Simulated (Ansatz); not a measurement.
AgCl, DFT, PBE, all-electron LAPW, scalar-relativistic (Ansatz 0.2.0), run on 1 thread of Intel(R) Xeon(R) Platinum 8375C CPU @ 2.90GHz (Ice Lake) on a shared host.

The cell is the one relaxed in the Materials Project (mp-726265), not relaxed further here; entries there can be hypothetical. The listed cell was then made from it by scaling, straining or moving an atom.

Command: `ansatz run input.yaml --threads 1 --pin off --max-ram 3072MiB --backend cpu --events-out ev --progress --plain --runs-dir out`

```yaml
crystal:
  lattice:
    - [3.4902776466, 0.0, 0.0]
    - [0.0, 3.4902776466, 0.0]
    - [0.0, 0.0, 3.4902776466]
  atoms:
    - { symbol: Ag, position: [0.0, 0.0, 0.0] }
    - { symbol: Cl, position: [0.5, 0.5, 0.5] }
kpoints:
  mp_grid: { grid: [9, 9, 9] }
scf:
  occupations: { method: fermi_dirac, width: 0.01 }
hamiltonian:
  xc: pbe
  pseudopotentials: { kind: all_electron, lapw: { basis_error: 0.001 } }
output:
  forces: true
  stress: true
  eigenvalues: true
```

Q: How large is the problem that the program sets up?

A: 35 irreducible k-points, 251 plane waves at Γ, 21 bands.

Q: About how long does it take, and how much memory does it use?

A: 6.3 s of wall time for 9 SCF iterations, with a peak of 0.31 GiB. Times on shared machines scatter by tens of per cent.

Q: And the same cell and mesh by crystal-made all-electron datasets, asked for forces, stress, eigenvalues, efg, on the same hardware?

A: 4.6 s, peak memory 0.45 GiB.
